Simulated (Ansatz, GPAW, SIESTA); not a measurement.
Sb: 3 runs at one level of theory

```
Sb
1.0
     2.15420    1.24373    3.75800
    -2.15420    1.24373    3.75800
     0.00000   -2.48746    3.75800
Sb
2
Direct
  0.76651 0.76651 0.76651
  0.23349 0.23349 0.23349
```

Alike in all runs: task band structure; functional revPBE; k mesh 8 × 8 × 8; occupations fermi-dirac, width 0.05 eV; no spin polarisation; no spin-orbit coupling. Pressure is positive in compression and, in plane waves, holds the error of the finite cutoff.

```csv
program and potentials,plane-wave cutoff (eV),notes,pressure (GPa),largest force (eV/Å)
"Ansatz, all-electron LAPW, scalar-relativistic",-,-,?,?
"GPAW, the program's PAW data sets (release 1.2.1) made for this functional",600,-,3.37,0.168
"SIESTA, files PseudoDojo sr-pbe-0.4.1-standard, DZP (energy shift 0.003 Ry; two zetas on semicore shells)",-,atomic basis; potentials made for PBE,4.59,0.397
```

Problem. Estimate from the other rows what the run with Ansatz, all-electron LAPW, scalar-relativistic gave.

Solution. Pressure 3.67 GPa; largest force 0.182 eV/Å. The other rows, which needn't bracket it: pressure 3.37 to 4.59; largest force 0.168 to 0.397.
